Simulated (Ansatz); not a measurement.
Clean, relaxed (110) surface of Ti, space group Fm-3m (No. 225) (top face towards +c; atoms held fixed, by place in the list: 1, 2, 3):

```
Ti
1.0
     2.86791    0.00000    0.00000
     0.00000    4.05584    0.00000
     0.00000    0.00000   24.16978
Ti
6
Direct
  0.50000 0.50000 0.35168
  0.00000 0.00000 0.41101
  0.50000 0.50000 0.47034
  0.00000 0.00000 0.52991
  0.50000 0.50000 0.58851
  0.00000 0.00000 0.64303
```

Level of theory: DFT PBEsol, scalar-relativistic, plane waves, PAW in Ansatz. Cutoff 420 eV; k points 10×7×1 on the computed 6-atom cell (Γ-centred); Gaussian smearing, width 0.10 eV; no spin polarisation. A dipole correction removes the field between periodic images along c.

C (atom) is adsorbed on the top face, one adsorbate per 11.6 Å², and relaxed from 3 starting sites (fractions of a and b). The adsorption energy is E(slab + adsorbate) − E(slab) − E(free adsorbate, spin-polarised where open-shell). Heights count from the highest slab atom after relaxation. Δφ is the top face's. Δp counts per cell along +c. Bonded neighbours lie within 1.25 times the sum of covalent radii (1.35 for H) and, on that scale, within 12 % of the closest. With the adsorbate the cell is lengthened along c to keep the vacuum.

```csv
start,ends at,E_ads (eV),height (Å),shortest contact,Δφ (eV),Δp (e·Å)
"top (Ti) at (0.00, 0.00)","(0.00, 0.00), 1 bonded neighbour (Ti)",-3.36,1.88,C–Ti 1.88 Å,+3.54,-0.225
"bridge (Ti-Ti) at (0.00, 0.50)","(0.00, 0.50), 4 bonded neighbours (Ti)",-8.25,-0.12,C–Ti 1.98 Å,-0.25,+0.018
"hollow (over Ti) at (0.50, 0.50)","(0.50, 0.50), 1 bonded neighbour (Ti)",-7.76,0.15,C–Ti 1.96 Å,+1.07,-0.066
```

Among the sites tried, the lowest end comes from the bridge (Ti-Ti) at (0.00, 0.50) start; other sites may lie lower.

Each end is the local minimum or symmetric point that its start leads to. This isn't the usual crystal structure of Ti. The slab is only 7.2 Å thick, so the energies aren't converged with thickness.

The adsorbed runs have no spin polarisation, so weakly bound open-shell ends lie too high.